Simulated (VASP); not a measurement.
# Be (P6/mmm) in VASP: a series of runs

One crystal, Be, is run at these levels: PBE; tasks: single point, relaxation of cell and atoms.

Program: VASP 6.6.1. These are calculated values, not measurements. Logs are shortened: lines on timing, memory, paths and dates and some standing lists are left out, and cuts for length are marked.

## Step 1: The cell of the first run

It takes space group P6/mmm (No. 191, hexagonal). Conventional cell: a = 2.144 Å, b = 2.144 Å, c = 2.455 Å, α = 90.00°, β = 90.00°, γ = 120.00°. Be (site symmetry 6/mmm) has 8 Be at 2.14 to 2.45 Å as nearest neighbours.

The cell was built by a generator and needn't be a form met in nature.

## Step 2: Single point, PBE (random cell by space group and Wyckoff sites (Immm, No. 71))

Contents of INCAR:

```
SYSTEM = Be
ALGO = Fast
EDIFF = 1E-6
ENCUT = 520
GGA = PE
ISIF = 2
ISMEAR = 0
LASPH = .True.
LCHARG = .False.
LREAL = .False.
LWAVE = .False.
NBANDS = 7
NELM = 100
PREC = Accurate
SIGMA = 0.1
```

Contents of KPOINTS:

```
k-points
0
Gamma
  30 30 22
  0 0 0
```

Contents of POSCAR:

```
Be
1.0
    2.1437772019      0.0000000000      0.0000000000
   -1.0718886009      1.8565655169      0.0000000000
    0.0000000000      0.0000000000      2.4547910697
Be
1
Direct
    0.0000000000      0.0000000000      0.5000000000
```

Potentials or basis: VASP PAW PBE potentials, release 64 (Be).

Run with:

```sh
$ cat potpaw_PBE.64/Be/POTCAR > POTCAR
$ mpirun -np 1 vasp_std > vasp.out
```

OUTCAR:

```text
SYSTEM = Be
   EDIFF = 1E-6
   ENCUT = 520
   GGA = PE
   ISIF = 2
   ISMEAR = 0
   LASPH = .True.
   LREAL = .False.
   NELM = 100
   PREC = Accurate

 ion  position               nearest neighbor table
   1  0.000  0.000  0.500-

  LATTYP: Found a hexagonal cell.
 ALAT       =     2.1437772019
 C/A-ratio  =     1.1450775144

  Lattice vectors:

 A1 = (   2.1437772019,   0.0000000000,   0.0000000000)
 A2 = (  -1.0718886009,   1.8565655169,   0.0000000000)
 A3 = (   0.0000000000,   0.0000000000,   2.4547910697)

Analysis of symmetry for initial positions (statically):
=====================================================================
 Subroutine PRICEL returns:
 Original cell was already a primitive cell.

 Routine SETGRP: Setting up the symmetry group for a
 hexagonal supercell.

 Subroutine GETGRP returns: Found 24 space group operations
 (whereof 24 operations were pure point group operations)
 out of a pool of 24 trial point group operations.

The static configuration has the point symmetry D_6h.

Analysis of symmetry for dynamics (positions and initial velocities):
=====================================================================
 Subroutine PRICEL returns:
 Original cell was already a primitive cell.

 Routine SETGRP: Setting up the symmetry group for a
 hexagonal supercell.

 Subroutine GETGRP returns: Found 24 space group operations
 (whereof 24 operations were pure point group operations)
 out of a pool of 24 trial point group operations.

The dynamic configuration has the point symmetry D_6h.

 Subroutine INISYM returns: Found 24 space group operations
 (whereof 24 operations are pure point group operations),
 and found     1 'primitive' translations

----------------------------------------------------------------------------------------

                                     Primitive cell

  volume of cell :       9.7702

  direct lattice vectors                    reciprocal lattice vectors
     2.143777202  0.000000000  0.000000000     0.466466384  0.269314492  0.000000000
    -1.071888601  1.856565517  0.000000000     0.000000000  0.538628985  0.000000000
     0.000000000  0.000000000  2.454791070     0.000000000  0.000000000  0.407366644

  length of vectors
     2.143777202  2.143777202  2.454791070     0.538628985  0.538628985  0.407366644

  position of ions in fractional coordinates (direct lattice)
     0.000000000  0.000000000  0.500000000

  ion indices of the primitive-cell ions
   primitive index   ion index
                 1           1

----------------------------------------------------------------------------------------

 KPOINTS: k-points

Automatic generation of k-mesh.
 Grid dimensions read from file:
 generate k-points for:   30   30   22

 Generating k-lattice:

  Cartesian coordinates                     Fractional coordinates (reciprocal lattice)
     0.015548879  0.008977150  0.000000000     0.033333333  0.000000000  0.000000000
     0.000000000  0.017954300  0.000000000     0.000000000  0.033333333  0.000000000
     0.000000000  0.000000000  0.018516666     0.000000000  0.000000000  0.045454545

  Length of vectors
     0.017954300  0.017954300  0.018516666

  Shift w.r.t. Gamma in fractional coordinates (k-lattice)
     0.000000000  0.000000000  0.000000000

 Subroutine IBZKPT returns following result:
 ===========================================

 Found   1092 irreducible k-points:

 Following reciprocal coordinates:
            Coordinates               Weight
  0.000000  0.000000  0.000000      1.000000
  0.033333 -0.000000  0.000000      6.000000
  0.066667  0.000000  0.000000      6.000000
  0.100000 -0.000000  0.000000      6.000000
  0.133333  0.000000  0.000000      6.000000
  0.166667 -0.000000  0.000000      6.000000
[... 16 lines left out ...]
  0.233333  0.033333  0.000000     12.000000
  0.266667  0.033333  0.000000     12.000000
 [... further k-points ...]
   k-points           NKPTS =   1092   k-points in BZ     NKDIM =   1092   number of bands    NBANDS=      7
   number of dos      NEDOS =    301   number of ions     NIONS =      1
   total plane-waves  NPLWV =   4608
   dimension x,y,z NGX =    16 NGY =   16 NGZ =   18
   dimension x,y,z NGXF=    32 NGYF=   32 NGZF=   36
   ions per type =               1
   NGX,Y,Z   is equivalent  to a cutoff of  12.41, 12.41, 12.19 a.u.
   NGXF,Y,Z  is equivalent  to a cutoff of  24.82, 24.82, 24.38 a.u.
 SYSTEM =  Be
   PREC   = accura    normal or accurate (medium, high low for compatibility)
   ISTART =      0    job   : 0-new  1-cont  2-samecut
   ICHARG =      2    charge: 1-file 2-atom 10-const
   ISPIN  =      1    spin polarized calculation?
   LNONCOLLINEAR =      F non collinear calculations
   LSORBIT =      F    spin-orbit coupling
   LASPH  =      T    aspherical Exc in radial PAW
   ENCUT  =  520.0 eV  38.22 Ry    6.18 a.u.   3.99  3.99  4.56*2*pi/ulx,y,z
   NELM   =    100;   NELMIN=  2; NELMDL= -5     # of ELM steps
   EDIFF  = 0.1E-05   stopping-criterion for ELM
   LREAL  =      F    real-space projection
   EDIFFG = 0.1E-04   stopping-criterion for IOM
   NSW    =      0    number of steps for IOM
   IBRION =     -1    ionic relax: 0-MD 1-quasi-New 2-CG
   NFREE  =      0    steps in history (QN), initial steepest desc. (CG)
   ISIF   =      2    stress and relaxation
   ISYM   =      2    0-nonsym 1-usesym 2-fastsym
   POTIM  = 0.5000    time-step for ionic-motion
   TEBEG  =    0.0;   TEEND  =   0.0 temperature during run
   PSTRESS=    0.0 pullay stress
   NELECT =       2.0000    total number of electrons
   NUPDOWN=      -1.0000    fix difference up-down
   EMIN   =  10.00;   EMAX   =-10.00  energy-range for DOS
   EFERMI =   0.00;   METHOD = LEGACY
   ISMEAR =     0;   SIGMA  =   0.10  broadening in eV -4-tet -1-fermi 0-gaus
   EFERMI_NEDOS =   21; number of points for ismear=-14 and -15
   IALGO  =     68    algorithm
   IMIX   =      4    mixing-type and parameters
     AMIX     =   0.40;   BMIX     =  1.00
     AMIX_MAG =   1.60;   BMIX_MAG =  1.00
  volume/ion in A,a.u.               =       9.77        65.93
  Fermi-wavevector in a.u.,A,eV,Ry     =   0.964828  1.823261 12.665576  0.930894
  Thomas-Fermi vector in A             =   2.094493
   LORBIT       =      0    0 simple, 1 ext, 2 COOP (PROOUT), +10 PAW based schemes
   GGA     = PE    functional components
   LHFCALC =     F    Hartree Fock is set to
   AEXX    =    0.0000 exact exchange contribution
   IVDW    =     0    specifies the selected vdW correction
   LEPSILON=     F    determine dielectric tensor
   LRPA    =     F    only Hartree local field effects (RPA)
 non-spin polarized calculation
 RMM-DIIS sequential band-by-band and
 Gauss-broadening in eV      SIGMA  =   0.10
  energy-cutoff  :      520.00
  volume of cell :        9.77
 maximum number of plane-waves:       278
 NGX is ok and might be reduce to    16
   NGX =  7   NGY =  7   NGZ =  9

 number of electron       2.0000000 magnetization

 Free energy of the ion-electron system (eV)
  ---------------------------------------------------
  ext. energy  EPLUGINS =         0.00000000
  ---------------------------------------------------
  free energy    TOTEN  =        -3.26220310 eV

  energy without entropy =       -3.26108117  energy(sigma->0) =       -3.26164214

 E-fermi :   4.5950     XC(G=0):  -9.8383

 val. band max:        4.5775609131   @ k =   0.4000   0.0667   0.5000
 cond. band min:       4.6176371383   @ k =   0.2333   0.1333   0.4545
 fundamental gap:      0.0400762252
 Fermi energy:         4.5950227867

 k-point     1 :       0.0000    0.0000    0.0000
  band No.  band energies     occupation
      1      -4.7751      2.00000
      2      13.0752      0.00000
      3      19.7994      0.00000
      4      25.2056      0.00000
      5      25.2056      0.00000
      6      35.6100      0.00000
      7      35.6100      0.00000

 k-point     2 :       0.0333   -0.0000    0.0000
  band No.  band energies     occupation
      1      -4.7386      2.00000
      2      13.1187      0.00000
      3      19.7545      0.00000
      4      25.0598      0.00000
      5      25.0987      0.00000
      6      34.5901      0.00000
      7      35.8425      0.00000

 k-point     3 :       0.0667    0.0000    0.0000
  band No.  band energies     occupation
      1      -4.6291      2.00000
      2      13.2491      0.00000
      3      19.6075      0.00000
      4      24.6594      0.00000
      5      24.7727      0.00000
      6      33.2524      0.00000
      7      36.5018      0.00000

 k-point     4 :       0.1000   -0.0000    0.0000
  band No.  band energies     occupation
      1      -4.4469      2.00000
      2      13.4657      0.00000
      3      19.3158      0.00000
      4      24.0869      0.00000
      5      24.2487      0.00000
      6      32.2588      0.00000
      7      37.5012      0.00000

 k-point     5 :       0.1333    0.0000    0.0000
  band No.  band energies     occupation
      1      -4.1921      2.00000
      2      13.7675      0.00000
      3      18.8039      0.00000
      4      23.4244      0.00000
      5      23.6400      0.00000
      6      31.6498      0.00000
      7      38.7503      0.00000
[... 161 lines left out ...]
 k-point    22 :       0.2000    0.0333    0.0000
  band No.  band energies     occupation
      1      -3.2152      2.00000
      2      14.9122      0.00000
      3      16.2882      0.00000
      4      21.0326      0.00000
      5      23.3029      0.00000
      6      31.2182      0.00000
      7      39.4081      0.00000

 k-point    23 :       0.2333    0.0333    0.0000
  band No.  band energies     occupation
      1      -2.7138      2.00000
      2      14.9193      0.00000
      3      15.4910      0.00000
      4      20.4839      0.00000
      5      23.2598      0.00000
      6      31.1147      0.00000
      7      37.7624      0.00000

 k-point    24 :       0.2667    0.0333    0.0000
  band No.  band energies     occupation
      1      -2.1468      2.00000
      2      13.4876      0.00000
      3      16.1368      0.00000
      4      19.9998      0.00000
      5      23.3652      0.00000
      6      30.9296      0.00000
      7      35.9927      0.00000

 [... further k-points ...]

------------------------ aborting loop because EDIFF is reached ----------------------------------------

  FORCE on cell =-STRESS in cart. coord.  units (eV):
  Direction    XX          YY          ZZ          XY          YZ          ZX
  --------------------------------------------------------------------------------------
  -------------------------------------------------------------------------------------
  Total        0.0120428      0.0120428      0.0022137      0.0000000     -0.0000000      0.0000000
  in kB        1.9748397      1.9748397      0.3630079      0.0000000     -0.0000000      0.0000000
  external PRESSURE =       1.4375624 kB  Pullay stress =       0.0000000 kB

 VOLUME and BASIS-vectors are now :
 -----------------------------------------------------------------------------
  energy-cutoff  :      520.00
  volume of cell :        9.77
      direct lattice vectors                 reciprocal lattice vectors
     2.143777202  0.000000000  0.000000000     0.466466384  0.269314492  0.000000000
    -1.071888601  1.856565517  0.000000000     0.000000000  0.538628985  0.000000000
     0.000000000  0.000000000  2.454791070     0.000000000  0.000000000  0.407366644

 POSITION                                       TOTAL-FORCE (eV/Angst)
 -----------------------------------------------------------------------------------
      0.00000      0.00000      1.22740        -0.000000      0.000000      0.000000
 -----------------------------------------------------------------------------------
    total drift:                               -0.000000     -0.000000      0.000000

  FREE ENERGIE OF THE ION-ELECTRON SYSTEM (eV)
  ---------------------------------------------------
  free  energy   TOTEN  =        -3.2622031028 eV

  energy  without entropy=       -3.2610811742  energy(sigma->0) =       -3.26164214
```

Run time: 22 s. Hardware: 1 thread of AMD EPYC 9R45 (Zen 5), shared host; peak memory 0.14 GiB.

What came out:

| Item | Value |
| --- | --- |
| Free energy | -3.2622 eV |
| Pressure | 0.1 GPa |
| Band gap on the k mesh | none (metal or under the smearing width) |

Stress tensor (GPa, compression positive):
```
0.20 0.00 0.00
0.00 0.20 0.00
0.00 0.00 0.04
```

(Part 1 of 2 ends here.)
